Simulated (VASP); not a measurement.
# ZnS (Imm2) in VASP: band structure with PBEsol

Aim: the band structure of ZnS with PBEsol.

Program: VASP 6.6.1. These are calculated values, not measurements. Logs are shortened: lines on timing, memory, paths and dates and some standing lists are left out, and cuts for length are marked.

## (1) Starting point

It takes space group Imm2 (No. 44, orthorhombic). The conventional cell has a = 3.752 Å, b = 3.844 Å, c = 5.437 Å, α = 90.00°, β = 90.00°, γ = 90.00°. Around Zn (site symmetry mm2) lie 4 S at 2.33 to 2.34 Å. Around S (site symmetry mm2) lie 4 Zn at 2.33 to 2.34 Å.

## (2) Band structure, PBEsol

INCAR

```
PREC = Accurate ; ENCUT = 520
EDIFF = 1E-7 ; ISMEAR = 0
SIGMA = 0.03 ; LREAL = False
LASPH = True ; NELM = 80
ALGO = Normal ; ISIF = 2
LWAVE = False ; LCHARG = False
GGA = PS ; NBANDS = 16
ICORELEVEL = 1
```

KPOINTS

```
Automatic mesh
0
Gamma
  18 18 18
```

POSCAR

```
ZnS                                     
1.0
    3.8444207800      0.0000000000      0.0000000000
    0.0000000000      5.4368320000      0.0000000000
    1.9222103900     -2.7184160000      1.8759785512
  Zn              S             
     1     1
Direct
     0.5000000000000000    0.2479665119290314    0.0000000000000000
     0.0000000000000000    0.0020334880709686    0.0000000000000000
```

KPOINTS_OPT

```
explicit points
196
Reciprocal
 0.0000000000  0.0000000000  0.0000000000 1
 0.0000000000  0.0000000000  0.0262482840 1
 0.0000000000  0.0000000000  0.0524965681 1
 0.0000000000  0.0000000000  0.0787448521 1
 0.0000000000  0.0000000000  0.1049931362 1
 0.0000000000  0.0000000000  0.1312414202 1
[... 188 lines left out ...]
 0.0000000000 -1.0000000000  0.5000000000 1
 0.0000000000  0.0000000000  0.0000000000 1
```

Potentials or basis: VASP PAW PBE potentials, release 64 (Zn, S).

On the command line:

```
$ cat potpaw_PBE.64/Zn/POTCAR potpaw_PBE.64/S/POTCAR > POTCAR
$ mpirun -np 1 vasp_std > vasp.out
```

OUTCAR:

```text
PREC = Accurate
   ENCUT = 520
   EDIFF = 1E-7
   ISMEAR = 0
   LREAL = False
   LASPH = True
   NELM = 80
   ISIF = 2
   GGA = PS

 ion  position               nearest neighbor table
   1  0.500  0.248  0.000-   2 2.33   2 2.33   2 2.34   2 2.34
   2  0.000  0.002  0.000-   1 2.33   1 2.33   1 2.34   1 2.34

  LATTYP: Found a body centered orthorhombic cell.
 ALAT       =     3.7519571024
 B/A-ratio  =     1.0246441191
 C/A-ratio  =     1.4490656081

  Lattice vectors:

 A1 = (   1.9222103900,   2.7184160000,  -1.8759785512)
 A2 = (  -1.9222103900,   2.7184160000,   1.8759785512)
 A3 = (   1.9222103900,  -2.7184160000,   1.8759785512)

Analysis of symmetry for initial positions (statically):
=====================================================================
 Subroutine PRICEL returns:
 Original cell was already a primitive cell.

 Routine SETGRP: Setting up the symmetry group for a
 body centered orthorhombic supercell.

 Subroutine GETGRP returns: Found  4 space group operations
 (whereof  4 operations were pure point group operations)
 out of a pool of  8 trial point group operations.

The static configuration has the point symmetry C_2v.

Analysis of symmetry for dynamics (positions and initial velocities):
=====================================================================
 Subroutine PRICEL returns:
 Original cell was already a primitive cell.

 Routine SETGRP: Setting up the symmetry group for a
 body centered orthorhombic supercell.

 Subroutine GETGRP returns: Found  4 space group operations
 (whereof  4 operations were pure point group operations)
 out of a pool of  8 trial point group operations.

The dynamic configuration has the point symmetry C_2v.

 Subroutine INISYM returns: Found  4 space group operations
 (whereof  4 operations are pure point group operations),
 and found     1 'primitive' translations

----------------------------------------------------------------------------------------

                                     Primitive cell

  volume of cell :      39.2107

  direct lattice vectors                    reciprocal lattice vectors
     3.844420780  0.000000000  0.000000000     0.260117208  0.000000000 -0.266527568
     0.000000000  5.436832000  0.000000000     0.000000000  0.183930642  0.266527568
     1.922210390 -2.718416000  1.875978551     0.000000000  0.000000000  0.533055135

  length of vectors
     3.844420780  5.436832000  3.821514602     0.372421678  0.323832403  0.533055135

  position of ions in fractional coordinates (direct lattice)
     0.500000000  0.247966512  0.000000000
     0.000000000  0.002033488  0.000000000

  ion indices of the primitive-cell ions
   primitive index   ion index
                 1           1
                 2           2

----------------------------------------------------------------------------------------

 KPOINTS: Automatic mesh

Automatic generation of k-mesh.
 Grid dimensions read from file:
 generate k-points for:   18   18   18

 Generating k-lattice:

  Cartesian coordinates                     Fractional coordinates (reciprocal lattice)
     0.014450956  0.000000000 -0.014807087     0.055555556  0.000000000  0.000000000
     0.000000000  0.010218369  0.014807087     0.000000000  0.055555556  0.000000000
     0.000000000  0.000000000  0.029614174     0.000000000  0.000000000  0.055555556

  Length of vectors
     0.020690093  0.017990689  0.029614174

  Shift w.r.t. Gamma in fractional coordinates (k-lattice)
     0.000000000  0.000000000  0.000000000

 Subroutine IBZKPT returns following result:
 ===========================================

 Found    865 irreducible k-points:

 Following reciprocal coordinates:
            Coordinates               Weight
  0.000000  0.000000  0.000000      1.000000
  0.055556  0.000000 -0.000000      4.000000
  0.111111  0.000000 -0.000000      4.000000
  0.166667  0.000000  0.000000      4.000000
  0.222222  0.000000  0.000000      4.000000
  0.277778  0.000000  0.000000      4.000000
[... 16 lines left out ...]
 -0.333333  0.055556 -0.000000      8.000000
 -0.277778  0.055556 -0.000000      8.000000
 [... further k-points ...]
   k-points           NKPTS =    865   k-points in BZ     NKDIM =    865   number of bands    NBANDS=     16
   number of dos      NEDOS =    301   number of ions     NIONS =      2
   total plane-waves  NPLWV =  33600
   dimension x,y,z NGX =    30 NGY =   40 NGZ =   28
   dimension x,y,z NGXF=    60 NGYF=   80 NGZF=   56
   ions per type =               1   1
   NGX,Y,Z   is equivalent  to a cutoff of  12.97, 12.23, 12.18 a.u.
   NGXF,Y,Z  is equivalent  to a cutoff of  25.95, 24.46, 24.36 a.u.
 SYSTEM =  unknown system
   PREC   = accura    normal or accurate (medium, high low for compatibility)
   ISTART =      0    job   : 0-new  1-cont  2-samecut
   ICHARG =      2    charge: 1-file 2-atom 10-const
   ISPIN  =      1    spin polarized calculation?
   LNONCOLLINEAR =      F non collinear calculations
   LSORBIT =      F    spin-orbit coupling
   LASPH  =      T    aspherical Exc in radial PAW
   ENCUT  =  520.0 eV  38.22 Ry    6.18 a.u.   7.15 10.11  7.11*2*pi/ulx,y,z
   NELM   =     80;   NELMIN=  2; NELMDL= -5     # of ELM steps
   EDIFF  = 0.1E-06   stopping-criterion for ELM
   LREAL  =      F    real-space projection
   EDIFFG = 0.1E-05   stopping-criterion for IOM
   NSW    =      0    number of steps for IOM
   IBRION =     -1    ionic relax: 0-MD 1-quasi-New 2-CG
   NFREE  =      0    steps in history (QN), initial steepest desc. (CG)
   ISIF   =      2    stress and relaxation
   ISYM   =      2    0-nonsym 1-usesym 2-fastsym
   POTIM  = 0.5000    time-step for ionic-motion
   TEBEG  =    0.0;   TEEND  =   0.0 temperature during run
   PSTRESS=    0.0 pullay stress
   NELECT =      18.0000    total number of electrons
   NUPDOWN=      -1.0000    fix difference up-down
   EMIN   =  10.00;   EMAX   =-10.00  energy-range for DOS
   EFERMI =   0.00;   METHOD = LEGACY
   ISMEAR =     0;   SIGMA  =   0.03  broadening in eV -4-tet -1-fermi 0-gaus
   EFERMI_NEDOS =   21; number of points for ismear=-14 and -15
   IALGO  =     38    algorithm
   IMIX   =      4    mixing-type and parameters
     AMIX     =   0.40;   BMIX     =  1.00
     AMIX_MAG =   1.60;   BMIX_MAG =  1.00
  volume/ion in A,a.u.               =      19.61       132.30
  Fermi-wavevector in a.u.,A,eV,Ry     =   1.262886  2.386508 21.699669  1.594881
  Thomas-Fermi vector in A             =   2.396271
   LORBIT       =      0    0 simple, 1 ext, 2 COOP (PROOUT), +10 PAW based schemes
   GGA     = PS    functional components
   LHFCALC =     F    Hartree Fock is set to
   AEXX    =    0.0000 exact exchange contribution
   IVDW    =     0    specifies the selected vdW correction
   LEPSILON=     F    determine dielectric tensor
   LRPA    =     F    only Hartree local field effects (RPA)
 non-spin polarized calculation
 Gauss-broadening in eV      SIGMA  =   0.03
  energy-cutoff  :      520.00
  volume of cell :       39.21
 maximum number of plane-waves:      1076
 NGX is ok and might be reduce to    30
   NGX = 15   NGY = 21   NGZ = 15

 number of electron      18.0000002 magnetization

 Free energy of the ion-electron system (eV)
  ---------------------------------------------------
  ext. energy  EPLUGINS =         0.00000000
  ---------------------------------------------------
  free energy    TOTEN  =        -7.58223053 eV

  energy without entropy =       -7.58223053  energy(sigma->0) =       -7.58223053

 the core state eigenenergies are
   1-  1s  -9518.3519  2s  -1151.8736  2p   -997.5275  3s   -122.8983  3p    -77.0612

   2-  1s  -2396.6487  2s   -202.7430  2p   -147.5127

 E-fermi :   2.3129     XC(G=0):  -9.8794

 val. band max:        2.1521201139   @ k =   0.0000   0.0000   0.0000
 cond. band min:       4.0659608076   @ k =   0.0000   0.0000   0.0000
 fundamental gap:      1.9138406938
 Fermi energy:         2.3129135709

 k-point     1 :       0.0000    0.0000    0.0000
  band No.  band energies     occupation
      1     -11.1265      2.00000
      2      -4.3300      2.00000
      3      -4.3299      2.00000
      4      -4.3138      2.00000
      5      -3.8213      2.00000
      6      -3.8167      2.00000
[... 8 lines left out ...]
     15      13.7723      0.00000
     16      13.9234      0.00000

 k-point     2 :       0.0556    0.0000   -0.0000
  band No.  band energies     occupation
      1     -11.0939      2.00000
      2      -4.3308      2.00000
      3      -4.3219      2.00000
      4      -4.3102      2.00000
      5      -3.8222      2.00000
      6      -3.8170      2.00000
[... 8 lines left out ...]
     15      13.8076      0.00000
     16      14.0550      0.00000

 k-point     3 :       0.1111    0.0000   -0.0000
  band No.  band energies     occupation
      1     -10.9983      2.00000
      2      -4.3418      2.00000
      3      -4.2988      2.00000
      4      -4.2894      2.00000
      5      -3.8317      2.00000
      6      -3.8108      2.00000
[... 8 lines left out ...]
     15      13.9181      0.00000
     16      14.8409      0.00000

 k-point     4 :       0.1667    0.0000    0.0000
  band No.  band energies     occupation
      1     -10.8467      2.00000
      2      -4.3595      2.00000
      3      -4.2613      2.00000
      4      -4.2519      2.00000
      5      -3.8454      2.00000
      6      -3.8004      2.00000
[... 8 lines left out ...]
     15      14.1176      0.00000
     16      15.9346      0.00000

 k-point     5 :       0.2222    0.0000    0.0000
  band No.  band energies     occupation
      1     -10.6514      2.00000
      2      -4.3764      2.00000
      3      -4.2116      2.00000
      4      -4.2013      2.00000
      5      -3.8570      2.00000
      6      -3.7875      2.00000
[... 8 lines left out ...]
     15      14.3897      0.00000
     16      17.1564      0.00000

 k-point     6 :       0.2778    0.0000    0.0000
  band No.  band energies     occupation
      1     -10.4307      2.00000
      2      -4.3864      2.00000
      3      -4.1533      2.00000
      4      -4.1420      2.00000
      5      -3.8565      2.00000
      6      -3.7737      2.00000
[... 8 lines left out ...]
     15      14.7195      0.00000
     16      18.2328      0.00000
[... 267 lines left out ...]
 k-point    21 :      -0.4444    0.0556    0.0000
  band No.  band energies     occupation
      1      -9.8492      2.00000
      2      -4.3610      2.00000
      3      -3.9912      2.00000
      4      -3.9764      2.00000
      5      -3.7439      2.00000
      6      -3.6008      2.00000
[... 8 lines left out ...]
     15      15.8344      0.00000
     16      16.7159      0.00000

 k-point    22 :      -0.3889    0.0556   -0.0000
  band No.  band energies     occupation
      1      -9.9378      2.00000
      2      -4.3659      2.00000
      3      -4.0191      2.00000
      4      -4.0051      2.00000
      5      -3.7482      2.00000
      6      -3.6980      2.00000
[... 8 lines left out ...]
     15      15.7307      0.00000
     16      17.3441      0.00000

 k-point    23 :      -0.3333    0.0556   -0.0000
  band No.  band energies     occupation
      1     -10.0997      2.00000
      2      -4.3740      2.00000
      3      -4.0670      2.00000
      4      -4.0536      2.00000
      5      -3.7927      2.00000
      6      -3.7543      2.00000
[... 8 lines left out ...]
     15      15.3878      0.00000
     16      18.2624      0.00000

 k-point    24 :      -0.2778    0.0556   -0.0000
  band No.  band energies     occupation
      1     -10.3069      2.00000
      2      -4.3794      2.00000
      3      -4.1249      2.00000
      4      -4.1123      2.00000
      5      -3.8422      2.00000
      6      -3.7665      2.00000
[... 8 lines left out ...]
     15      14.9647      0.00000
     16      18.1537      0.00000

 [... further k-points ...]

------------------------ aborting loop because EDIFF is reached ----------------------------------------

  FORCE on cell =-STRESS in cart. coord.  units (eV):
  Direction    XX          YY          ZZ          XY          YZ          ZX
  --------------------------------------------------------------------------------------
  -------------------------------------------------------------------------------------
  Total       -0.5767512     -0.4174741      0.0061162      0.0000000      0.0000000      0.0000000
  in kB      -23.5664616    -17.0582867      0.2499106      0.0000000      0.0000000      0.0000000
  external PRESSURE =     -13.4582792 kB  Pullay stress =       0.0000000 kB

 VOLUME and BASIS-vectors are now :
 -----------------------------------------------------------------------------
  energy-cutoff  :      520.00
  volume of cell :       39.21
      direct lattice vectors                 reciprocal lattice vectors
     3.844420780  0.000000000  0.000000000     0.260117208  0.000000000 -0.266527568
     0.000000000  5.436832000  0.000000000     0.000000000  0.183930642  0.266527568
     1.922210390 -2.718416000  1.875978551     0.000000000  0.000000000  0.533055135

 POSITION                                       TOTAL-FORCE (eV/Angst)
 -----------------------------------------------------------------------------------
      1.92221      1.34815      0.00000         0.000000     -0.004620      0.000000
      0.00000      0.01106      0.00000         0.000000      0.004620      0.000000
 -----------------------------------------------------------------------------------
    total drift:                               -0.000042      0.000519      0.000053

  FREE ENERGIE OF THE ION-ELECTRON SYSTEM (eV)
  ---------------------------------------------------
  free  energy   TOTEN  =        -7.5822305286 eV

  energy  without entropy=       -7.5822305286  energy(sigma->0) =       -7.58223053
```

It took 6.2 min on 1 thread of Intel Xeon 6975P-C (Granite Rapids), shared host; peak memory 0.86 GiB.

What came out:

- Free energy: -7.5822 eV
- Pressure: -1.3 GPa
- Largest force: 0.005 eV/Å
- Band gap on the k mesh: 1.91 eV, direct
- Band gap along the path: 1.91 eV, direct

Forces in eV/Å, atoms in the order of the input:
```
Zn   0.000 -0.005  0.000
S    0.000  0.005  0.000
```

Levels at the corners of the path, in eV from the valence-band top:
```
point  band 7  band 8  band 9  band 10  band 11  band 12
    Γ   -0.13   -0.11    0.00     1.91     6.06     6.23
    X   -4.80   -3.27   -1.95     3.84     6.23     9.03
    X   -4.80   -3.27   -1.95     3.84     6.23     9.03
    L   -4.76   -2.92   -2.86     5.45     5.96     7.65
    L   -4.76   -2.92   -2.86     5.45     5.96     7.65
    T   -4.69   -2.39   -2.36     3.12     3.85    10.79
    T   -4.69   -2.39   -2.36     3.12     3.85    10.79
    W   -4.72   -2.90   -2.87     5.43     5.88     7.57
    W   -4.72   -2.90   -2.87     5.43     5.88     7.57
    R   -5.46   -1.01   -1.00     3.03     6.65     6.70
    R   -5.46   -1.01   -1.00     3.03     6.65     6.70
   X1   -4.80   -3.27   -1.95     3.84     6.23     9.03
   X1   -4.80   -3.27   -1.95     3.84     6.23     9.03
    Z   -4.76   -2.44   -2.18     3.14     4.02    10.70
    Z   -4.76   -2.44   -2.18     3.14     4.02    10.70
    Γ   -0.13   -0.11    0.00     1.91     6.06     6.23
    Γ   -0.13   -0.11    0.00     1.91     6.06     6.23
    Y   -4.82   -3.34   -1.77     4.14     5.67     9.18
    Y   -4.82   -3.34   -1.77     4.14     5.67     9.18
    S   -5.51   -1.00   -0.85     3.21     6.74     6.91
    S   -5.51   -1.00   -0.85     3.21     6.74     6.91
    W   -4.72   -2.90   -2.87     5.43     5.88     7.57
   L1   -4.76   -2.92   -2.86     5.45     5.96     7.65
    Y   -4.82   -3.34   -1.77     4.14     5.67     9.18
   Y1   -4.82   -3.34   -1.77     4.14     5.67     9.18
    Z   -4.76   -2.44   -2.18     3.14     4.02    10.70
```

Core levels (eV, on the scale of the bands):
| atom | levels |
| --- | --- |
| 1 Zn | 1s -9518.4, 2s -1151.9, 2p -997.5, 3s -122.9, 3p -77.1 |
| 2 S | 1s -2396.6, 2s -202.7, 2p -147.5 |

Caveat: the PAW data sets were made with another functional, which shifts forces and pressure a little.
